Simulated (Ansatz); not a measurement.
## CdSe: eigenvalues along the path

```xyz
2
Lattice="0.0000 2.8691 2.8691 2.8691 0.0000 2.8691 2.8691 2.8691 0.0000" Properties=species:S:1:pos:R:3 pbc="T T T"
Cd    0.0000    0.0000    0.0000
Se    2.8691    2.8691    2.8691
```

Atoms are numbered in the order listed.

The cell was built from the rocksalt type and relaxed in the same program, and has space group Fm-3m; it needn't be a known or the stable phase.

Computed with DFT, PBE, all-electron LAPW, scalar-relativistic in Ansatz 0.2.0.

The runs use a Γ-centred 12×12×12 k mesh, Fermi–Dirac smearing of 0.03 eV, basis error target 1 meV/atom, no spin polarisation.

Path points, in fractions of the reciprocal vectors: Γ (0.000, 0.000, 0.000), X (0.500, 0.000, 0.500), U (0.625, 0.250, 0.625), K (0.375, 0.375, 0.750), L (0.500, 0.500, 0.500), W (0.500, 0.250, 0.750). Levels in eV from the Fermi level; bands 14 to 25, counted from the lowest band of the run. The gap is zero.

```
# k(1/Å) point b14 b15 b16 b17 b18 b19 b20 b21 b22 b23 b24 b25
0.000 Γ -12.93 -7.94 -7.94 -7.92 -7.92 -7.92 -0.64 -0.64 -0.64 0.09 8.65 8.65
0.137 - -12.89 -7.96 -7.94 -7.93 -7.92 -7.92 -1.25 -0.70 -0.70 0.85 8.20 8.48
0.274 - -12.79 -8.01 -7.94 -7.93 -7.90 -7.90 -1.95 -0.85 -0.85 1.94 6.95 7.51
0.411 - -12.64 -8.05 -7.96 -7.92 -7.88 -7.88 -2.51 -1.08 -1.08 2.76 5.75 6.88
0.547 - -12.47 -8.02 -7.98 -7.90 -7.85 -7.85 -2.95 -1.36 -1.36 2.38 6.00 6.37
0.684 - -12.32 -8.00 -7.89 -7.89 -7.81 -7.81 -3.32 -1.63 -1.63 1.31 5.97 7.17
0.821 - -12.22 -8.01 -7.88 -7.77 -7.77 -7.65 -3.67 -1.87 -1.87 0.36 5.68 8.40
0.958 - -12.17 -8.03 -7.87 -7.75 -7.75 -7.38 -3.97 -2.03 -2.03 -0.25 5.52 9.33
1.095 X -12.15 -8.03 -7.86 -7.74 -7.74 -7.25 -4.11 -2.08 -2.08 -0.45 5.46 9.69
1.143 - -12.15 -8.03 -7.87 -7.74 -7.74 -7.26 -4.10 -2.14 -2.07 -0.39 5.48 9.67
1.192 - -12.14 -8.03 -7.87 -7.74 -7.74 -7.27 -4.08 -2.31 -2.03 -0.20 5.53 9.59
1.240 - -12.13 -8.02 -7.89 -7.75 -7.74 -7.28 -4.03 -2.53 -1.98 0.04 5.62 9.47
1.289 - -12.12 -8.02 -7.90 -7.76 -7.74 -7.31 -3.97 -2.76 -1.90 0.32 5.73 9.32
1.337 - -12.11 -8.01 -7.92 -7.78 -7.75 -7.34 -3.89 -3.00 -1.80 0.61 5.87 9.13
1.385 - -12.09 -8.00 -7.94 -7.79 -7.75 -7.37 -3.80 -3.22 -1.69 0.90 6.01 8.84
1.434 - -12.07 -8.00 -7.97 -7.81 -7.75 -7.41 -3.70 -3.43 -1.56 1.19 6.14 8.47
1.482 U -12.06 -7.99 -7.99 -7.83 -7.76 -7.46 -3.61 -3.58 -1.41 1.47 6.22 8.12
1.566 - -12.05 -8.01 -7.98 -7.84 -7.76 -7.48 -3.76 -3.40 -1.46 1.75 6.22 7.72
1.650 - -12.04 -8.03 -7.97 -7.86 -7.76 -7.50 -3.86 -3.18 -1.67 2.23 6.03 7.37
1.734 - -12.04 -8.05 -7.95 -7.89 -7.75 -7.51 -3.93 -2.94 -1.93 2.73 5.60 7.37
1.817 - -12.04 -8.06 -7.93 -7.92 -7.75 -7.51 -3.95 -2.81 -2.07 2.97 5.36 7.55
1.901 - -12.04 -8.05 -7.95 -7.89 -7.75 -7.51 -3.93 -2.94 -1.93 2.73 5.60 7.37
1.985 - -12.04 -8.03 -7.97 -7.86 -7.76 -7.50 -3.86 -3.18 -1.67 2.23 6.03 7.37
2.069 - -12.05 -8.01 -7.98 -7.84 -7.76 -7.48 -3.76 -3.40 -1.46 1.75 6.22 7.72
2.153 K -12.06 -7.99 -7.99 -7.83 -7.76 -7.46 -3.61 -3.58 -1.41 1.47 6.22 8.12
2.298 - -12.03 -8.06 -8.00 -7.88 -7.78 -7.60 -4.00 -3.15 -0.93 2.29 6.07 7.12
2.443 - -12.07 -8.11 -8.03 -7.92 -7.81 -7.70 -4.13 -2.66 -0.45 3.11 5.45 6.36
2.588 - -12.20 -8.12 -8.05 -7.94 -7.83 -7.76 -4.00 -2.14 -0.12 4.00 4.66 5.99
2.733 - -12.38 -8.10 -8.04 -7.95 -7.86 -7.80 -3.64 -1.64 -0.02 3.81 4.99 6.12
2.879 - -12.59 -8.06 -8.01 -7.95 -7.89 -7.85 -3.06 -1.21 -0.16 2.89 6.10 6.76
3.024 - -12.77 -8.00 -7.97 -7.94 -7.91 -7.89 -2.29 -0.89 -0.39 1.90 7.27 7.30
3.169 - -12.89 -7.96 -7.95 -7.93 -7.92 -7.92 -1.38 -0.71 -0.57 0.87 8.03 8.30
3.314 Γ -12.93 -7.94 -7.94 -7.92 -7.92 -7.92 -0.64 -0.64 -0.64 0.09 8.65 8.65
3.433 - -12.90 -7.95 -7.95 -7.93 -7.92 -7.92 -1.23 -0.63 -0.63 0.67 8.13 8.58
3.551 - -12.82 -7.97 -7.97 -7.93 -7.91 -7.91 -2.04 -0.57 -0.57 1.47 7.35 8.11
3.670 - -12.69 -8.01 -8.01 -7.95 -7.88 -7.88 -2.83 -0.49 -0.49 2.19 6.68 7.39
3.788 - -12.53 -8.05 -8.05 -7.97 -7.86 -7.86 -3.53 -0.38 -0.38 2.72 6.21 6.69
3.907 - -12.35 -8.09 -8.09 -8.00 -7.83 -7.83 -4.13 -0.27 -0.27 3.00 5.98 6.10
4.025 - -12.18 -8.13 -8.13 -8.03 -7.81 -7.81 -4.58 -0.16 -0.16 3.06 5.64 5.64
4.144 - -12.06 -8.15 -8.15 -8.06 -7.79 -7.79 -4.86 -0.09 -0.09 3.02 5.35 5.35
4.262 L -12.02 -8.16 -8.16 -8.07 -7.79 -7.79 -4.96 -0.06 -0.06 3.00 5.25 5.25
4.359 - -12.02 -8.16 -8.14 -8.06 -7.79 -7.79 -4.93 -0.27 -0.12 3.20 4.76 5.36
4.456 - -12.02 -8.14 -8.09 -8.04 -7.78 -7.78 -4.86 -0.76 -0.30 3.64 4.14 5.68
4.553 - -12.03 -8.12 -8.02 -8.01 -7.78 -7.77 -4.72 -1.34 -0.61 3.64 4.11 6.21
4.649 - -12.03 -8.10 -7.98 -7.96 -7.78 -7.72 -4.53 -1.91 -1.03 3.30 4.55 6.85
4.746 - -12.03 -8.08 -7.95 -7.92 -7.77 -7.62 -4.27 -2.41 -1.53 3.09 4.96 7.38
4.843 - -12.04 -8.06 -7.93 -7.92 -7.75 -7.51 -3.95 -2.81 -2.07 2.97 5.36 7.55
4.940 - -12.04 -8.05 -7.92 -7.91 -7.74 -7.42 -3.56 -3.07 -2.60 2.92 5.68 7.43
5.037 W -12.04 -8.04 -7.91 -7.91 -7.74 -7.39 -3.17 -3.17 -3.04 2.90 5.83 7.38
5.105 - -12.05 -8.03 -7.94 -7.89 -7.74 -7.39 -3.36 -3.02 -2.97 2.70 6.06 6.99
5.174 - -12.06 -8.01 -7.96 -7.86 -7.74 -7.38 -3.54 -2.96 -2.78 2.22 6.62 6.63
5.242 - -12.08 -7.98 -7.98 -7.83 -7.74 -7.36 -3.70 -2.86 -2.59 1.65 6.30 7.34
5.310 - -12.10 -8.00 -7.94 -7.80 -7.74 -7.33 -3.84 -2.72 -2.42 1.06 6.01 8.12
5.379 - -12.12 -8.01 -7.91 -7.77 -7.74 -7.30 -3.96 -2.54 -2.28 0.51 5.78 8.88
5.447 - -12.14 -8.02 -7.88 -7.75 -7.74 -7.28 -4.04 -2.34 -2.17 0.04 5.60 9.49
5.516 - -12.15 -8.03 -7.87 -7.74 -7.74 -7.26 -4.09 -2.16 -2.10 -0.32 5.50 9.64
5.584 X -12.15 -8.03 -7.86 -7.74 -7.74 -7.25 -4.11 -2.08 -2.08 -0.45 5.46 9.69
```
